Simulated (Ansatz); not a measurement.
Runs of Ansatz 0.2.0 on Na2S. The structure is cubic, space group Fm-3m (No. 225). Conventional cell: a = 6.547 Å, b = 6.547 Å, c = 6.547 Å, α = 90.00°, β = 90.00°, γ = 90.00°. Around S (site symmetry m-3m) lie 8 Na at 2.83 Å. Around Na (site symmetry -43m) lie 4 S at 2.83 Å. 

```tsv
level	gap on the mesh (eV)	pressure (GPa)	relaxed volume (Å³/atom)
PBE	(a)	0.0	(c)
PBE+D3(BJ)	2.65	0.0	22.23
PBE+D4	2.52	0.0	(b)
PBE+D3(BJ)-ATM	2.62	0.0	22.39
```

Alike in all rows: task relaxation of cell and atoms; potentials or basis Ansatz PAW; no spin polarisation; cell relaxed; k mesh 7 × 7 × 7; cutoff (eV) 420; smearing fermi-dirac 0.05 eV.

Estimate the missing entries.

(a) 2.45; (b) 23.07; (c) 23.61.

Caveats: odd divisions of the mesh miss points on the zone boundary, where band edges often lie, so the gap on the mesh can be too wide; the plane-wave basis is chosen anew once the cell has moved, so the energies of steps on either side of that aren't comparable.

